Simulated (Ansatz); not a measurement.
**Relaxing Ni**

These are results of DFT PBEsol, scalar-relativistic, plane waves, PAW in Ansatz 0.2.0, not measurements. Settings: 420 eV cutoff, 22×22×16 k-mesh, Gaussian smearing of 0.10 eV, collinear spin.

What was changed: biaxial strain in the a-b plane, c and atoms relaxed: -2.0 %.

Command:

```bash
ansatz run input.yaml --threads 1 --pin off --max-ram 2560MiB --backend cpu --events-out ev --progress --plain --runs-dir out
```

Input:

```yaml
crystal:
  lattice:
    - [1.6969432069, 1.6969432069, 0.0]
    - [-1.6969432069, 1.6969432069, 0.0]
    - [0.0, 0.0, 3.5047071946]
  atoms:
    - { symbol: Ni, position: [0.0, 0.0, 0.0], spin: 0.73 }
    - { symbol: Ni, position: [0.5, 0.5, 0.5], spin: 0.73 }
basis:
  ecutwfc: 420
kpoints:
  mp_grid: { grid: [22, 22, 16] }
hamiltonian:
  xc: pbesol
scf:
  occupations: { method: gaussian, width: 0.1 }
output:
  forces: true
  stress: true
  eigenvalues: true
  populations: true
magnetization:
  spin_polarized: true
relax:
  adjacent_minimum: "off"
  f_tol: 0.008
  max_steps: 40
  cell: { stress_tol: 0.015, fix: [a, b, gamma] }
```

F is the free energy. Steps run on the plane waves of an earlier cell, but the last one, and at times one on the way, on a freshly chosen basis, so a repeated geometry can differ a little in energy. The held parts of the cell keep their stress, so P needn't end at zero.

Steps:

```
step F − F(1) (eV) largest force component (eV/Å) V (Å³/atom) P (GPa)
   1         0.0000                           0.000       10.092     7.12
   2        -0.0014                           0.000       10.132     6.10
   3        -0.0022                           0.000       10.194     4.60
   4        -0.0022                           0.000       10.195     4.56
   5        -0.0023                           0.000       10.195     4.56
```

Relaxed structure:

```xyz
2
Lattice="1.6969 1.6969 0.0000 -1.6969 1.6969 0.0000 0.0000 0.0000 3.5405" Properties=species:S:1:pos:R:3 pbc="T T T"
Ni    0.0000    0.0000    0.0000
Ni    0.0000    1.6969    1.7702
```

The structure is tetragonal, space group I4/mmm (No. 139). The conventional cell has a = 2.400 Å, b = 2.400 Å, c = 3.540 Å, α = 90.00°, β = 90.00°, γ = 90.00°. Around Ni (site symmetry 4/mmm) lie 12 Ni at 2.40 to 2.45 Å.

The run converged. Time: 2.8 min on 1 thread of Intel(R) Xeon(R) Platinum 8488C (Sapphire Rapids), with other jobs on the host, peak memory 0.84 GiB.